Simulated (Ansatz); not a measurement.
Sb under changes of volume

One of the cells (29.904 Å³/atom); the others are scaled copies at fixed shape and fractional positions:

```
CELL_PARAMETERS angstrom
3.12240 0.00000 0.00000
0.00000 4.34752 0.00000
-0.03891 0.00000 4.40585
ATOMIC_POSITIONS crystal
Sb 0.01139 0.25000 0.24117
Sb 0.98861 0.75000 0.75883
```

This isn't the form of Sb at room conditions, which is rhombohedral.

```yaml
Program: Ansatz 0.2.0
Functional: PBEsol
Potentials_or_basis: Ansatz PAW
Cutoff: "420 eV (not typed: the program's choice for these potentials)"
k_mesh: 9 × 6 × 6
Occupations: fermi-dirac, width 0.05 eV
Spin: no spin polarisation
```

| volume (Å³/atom) | energy over the lowest point (meV/atom) | pressure (GPa) | largest force (eV/Å) |
| --- | --- | --- | --- |
| 28.110 | 2.58 | 1.4 | 0.139 |
| 28.708 | 0.00 | 0.1 | 0.103 |
| 29.306 | ? | ? | ? |
| 29.904 | 8.59 | -2.2 | 0.045 |
| 30.502 | 18.72 | -3.2 | 0.032 |
| 31.100 | 32.17 | -4.0 | 0.039 |
| 31.698 | 48.57 | -4.8 | 0.057 |

Q: What does the run at 29.306 Å³/atom give?

A: Energy over the lowest point 2.18 meV/atom; pressure -1.1 GPa; largest force 0.071 eV/Å.

Worked out: A Birch-Murnaghan fit of order 3 (a polynomial in V^(-2/3)) to the other rows has its minimum at 28.72 Å³/atom with B0 = V·E''(V) = 61 GPa and B' = 4.8 at fixed shape and positions, which overstates the stiffness. It gives 2.19 meV/atom at 29.306 Å³/atom, against the run's 2.18, and -dE/dV = -1.2 GPa, against -1.1.

Energies are extrapolated to zero smearing.

Caveats: the PAW data sets come from PBE, with cores solved anew for the run's functional, which leaves a small shift of forces and pressure.
